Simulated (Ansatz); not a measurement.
**Zr: stress in a strained cell**

Zr is deformed so: equal xy, yz and zx engineering shear strains of -3 %. What stress and forces result, by LAPW, PAW and all-electron datasets made for the crystal?

Method: DFT PBE, scalar-relativistic, in Ansatz 0.2.0.

## (1) The starting structure

Symmetry: Im-3m, No. 229, cubic system. The conventional cell has a = 3.620 Å, b = 3.620 Å, c = 3.620 Å, α = 90.00°, β = 90.00°, γ = 90.00°. Zr (site symmetry m-3m) has 8 Zr at 3.14 Å as nearest neighbours.

Coordinates:

```xyz
1
Lattice="-1.8100 1.8100 1.8100 1.8100 -1.8100 1.8100 1.8100 1.8100 -1.8100" Properties=species:S:1:pos:R:3 pbc="T T T"
Zr    0.0000    0.0000    0.0000
```

## (2) After the deformation

Space group Im-3m before, R-3m after.

## (3) Full-potential LAPW

input.yaml

```yaml
crystal:
  lattice:
    - [-1.8643, 1.81, 1.81]
    - [1.81, -1.8643, 1.81]
    - [1.81, 1.81, -1.8643]
  atoms:
    - { symbol: Zr, position: [0.0, 0.0, 0.0] }
kpoints:
  mp_grid: { grid: [14, 14, 14] }
  band_path:
    path:
      - [0.0, 0.0, 0.0]
      - [0.0, 0.0, 0.5]
      - [-0.5, 0.5, 0.5]
      - [-0.7572253634, 0.2427746366, 0.2427746366]
      - [0.2427746366, 0.2427746366, 0.2427746366]
      - [0.0, 0.0, 0.0]
      - [-0.5, 0.0, 0.5]
    npoints: 5
scf:
  occupations: { method: fermi_dirac, width: 0.08 }
hamiltonian:
  xc: pbe
  pseudopotentials: { kind: all_electron, lapw: { basis_error: 0.0005 } }
output:
  forces: true
  stress: true
  eigenvalues: true
```

Command:

```sh
$ ansatz run input.yaml --threads 1 --pin off --max-ram 3072MiB --backend cpu --events-out ev --progress --plain --runs-dir out
```

## (4) PAW with frozen cores

input.yaml

```yaml
crystal:
  lattice:
    - [-1.8643, 1.81, 1.81]
    - [1.81, -1.8643, 1.81]
    - [1.81, 1.81, -1.8643]
  atoms:
    - { symbol: Zr, position: [0.0, 0.0, 0.0] }
kpoints:
  mp_grid: { grid: [14, 14, 14] }
scf:
  occupations: { method: fermi_dirac, width: 0.08 }
hamiltonian:
  xc: pbe
  pseudopotentials: { kind: paw }
output:
  forces: true
  stress: true
  eigenvalues: true
  efg: { contact_densities: true }
```

## (5) Datasets made for this crystal

input.yaml, as its differences from that of step 4:

```diff
@@ -13,3 +13,3 @@
   xc: pbe
-  pseudopotentials: { kind: paw }
+  pseudopotentials: { kind: all_electron, datasets: crystal }
 output:
```

(Steps that only read results are left out.)

**Question.** What will these runs give? Wanted: pressure; largest shear or deviatoric stress.

The runs gave:

| quantity | value |
| --- | --- |
| pressure | LAPW -2.96, PAW -2.98, crystal datasets -2.96 GPa |
| largest shear or deviatoric stress (LAPW) | 0.69 GPa |

In words: The largest part of the stress beyond the pressure is 0.69 GPa in size. No run of the undeformed cell stands beside it, so the pressure holds what the given cell had before the change. PAW: stress within 0.02 GPa of LAPW. Crystal datasets: stress within 0.01 GPa of LAPW.
